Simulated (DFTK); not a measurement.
Runs of DFTK 0.8.2 on Sn. The structure is tetragonal, space group I4_1/amd (No. 141). Conventional cell: a = 5.880 Å, b = 5.880 Å, c = 3.199 Å, α = 90.00°, β = 90.00°, γ = 90.00°. Sn (site symmetry -4m2) is surrounded by 6 Sn at 3.05 to 3.20 Å. 

```csv
task,level,potentials or basis,k mesh,cutoff (eV),valence electrons,mesh quality,gap on the mesh (eV),pressure (GPa)
band structure,RPBE,SG15 1.2 (PBE),6 × 6 × 6,1225,Sn 14,coarse,none,3.5
band structure,r2SCAN,SG15 1.2 (PBE),5 × 5 × 5,1225,Sn 14,coarse,none,-0.9
band structure,AM05,SG15 1.2 (PBE),6 × 6 × 6,1225,Sn 14,coarse,none,-1.6
band structure,LDA,SG15 1.2 (PBE),6 × 6 × 6,1225,Sn 14,coarse,none,-4.0
single point,PBEsol,dojo.nc.sr.pbesol.v0_4_1.standard.upf (PBEsol),9 × 9 × 9,980,Sn 14,not flagged,none,(a)
band structure,LDA,"cp2k.nc.sr.lda.v0_1.largecore.gth (LDA, GTH)",9 × 9 × 9,735,Sn 4,not flagged,none,-3.3
band structure,PBEsol,SG15 1.2 (PBE),6 × 6 × 6,1225,Sn 14,coarse,none,(b)
band structure,PBEsol,SPMS 1.0 (PBE),6 × 6 × 6,1225,Sn 14,coarse,none,-1.6
band structure,PBE,SG15 1.2 (PBE),6 × 6 × 6,1225,Sn 14,coarse,none,1.4
band structure,WC,SG15 1.2 (PBE),6 × 6 × 6,1225,Sn 14,coarse,none,-1.6
band structure,BJ06,"cp2k.nc.sr.pbe.v0_1.largecore.gth (PBE, GTH)",7 × 7 × 7,952,Sn 4,not flagged,none,-
```

Alike in all rows: no spin polarisation; cell as given; smearing fermi-dirac 0.05 eV.

Question: Fill in the values left out.

Answer: (a) -1.4; (b) -1.8.

Caveats: some runs use coarse meshes; the potentials were made for another functional, which shifts forces and pressure (some runs); GTH potentials come without recommended cutoffs, and this one wasn't checked for convergence (some runs); the program leaves the constant c of mgga_x_tb09 at 1, so the potential is Becke-Johnson's (BJ06) and not Tran and Blaha's, with levels but no total energy (some runs); the program warned that the kinetic-energy density falls under its von Weizsäcker bound, which can give unphysical results (some runs).

A k mesh can miss the band edges, and the runs leave out spin-orbit coupling on Sn.

A gap of «none» marks a metal or a gap under the smearing width.

Not every run made on this cell is shown here.
